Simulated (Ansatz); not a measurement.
CaF₂:
```
CELL_PARAMETERS angstrom
      0.00000     2.75559     2.75559
      2.75559     0.00000     2.75559
      2.75559     2.75559     0.00000
ATOMIC_POSITIONS crystal
  Ca 0.00000 0.00000 0.00000
  F  0.75000 0.75000 0.75000
  F  0.25000 0.25000 0.25000
```

Relaxed with PBE. Special points in fractions of this cell's reciprocal vectors: Γ (0.000, 0.000, 0.000); X (0.500, 0.000, 0.500); U (0.625, 0.250, 0.625); K (0.375, 0.375, 0.750); L (0.500, 0.500, 0.500); W (0.500, 0.250, 0.750).

Task: List the band energies nearest the valence-band maximum at these points for DFT-PBE in the program Ansatz with PAW potentials.

Result: In eV from the valence-band maximum; about four levels below and three above (degenerate sets whole), none deeper than 8.9 eV; points with the same levels are listed once.

```json
[
 {"k": "Γ", "below": "-2.02 -2.02 -2.02 -0.25 -0.25 -0.25", "above": "7.14 9.06 9.06"},
 {"k": "X", "below": "-1.61 -1.61 -0.35 -0.35 0.00", "above": "8.05 9.36 9.93"},
 {"k": "U", "below": "-1.47 -0.61 -0.43 -0.09", "above": "8.30 9.55 9.67"},
 {"k": "L", "below": "-1.25 -1.20 -0.82 -0.82", "above": "9.26 9.26 9.57"},
 {"k": "W", "below": "-1.01 -1.01 -0.27 -0.09", "above": "8.36 9.61 9.77 9.77"}
]
```

Space group Fm-3m (fluorite). The PBE relaxation kept the symmetry of its start.

Potentials: the earlier of the program's two PAW sets.
